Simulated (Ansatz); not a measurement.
**AlNi3 (Fm-3m)**

Level of theory: DFT PBE, scalar-relativistic, plane waves, PAW in Ansatz.

Plane waves to 420 eV, a k mesh through Γ of 14×14×14 on the computed 4-atom cell and Gaussian smearing (0.10 eV); no spin polarisation.

The structure is relaxed at this level of theory with its symmetry kept. Whether it is the stable form of this composition wasn't checked.

It takes space group Fm-3m (No. 225, cubic). Conventional cell: a = 5.672 Å, b = 5.672 Å, c = 5.672 Å, α = 90.00°, β = 90.00°, γ = 90.00°. Al (site symmetry m-3m) has 8 Ni at 2.46 Å as nearest neighbours. Ni (site symmetry -43m) has 4 Al at 2.46 Å and 4 Ni at 2.46 Å as nearest neighbours. Ni (site symmetry m-3m) has 8 Ni at 2.46 Å as nearest neighbours.

* Volume per atom: 11.41 Å³
* Formation energy from the elements' standard states (uncorrected): -0.373 eV/atom
* Kohn–Sham band gap: none (metal)
* Density of states at the Fermi level: 2.83 states/eV per cell
* Löwdin character within 0.5 eV of the Fermi level: Ni 3d 88 %
* Bulk modulus: 179 GPa
* Its pressure derivative: 4.6
* Bader charges (e): Al (1 in the cell) 1.76, Ni (2 in the cell) -0.78, Ni (1 in the cell) -0.20

A ferromagnetic start lost its moments in a first run, so spin was left out; other magnetic orders weren't tried.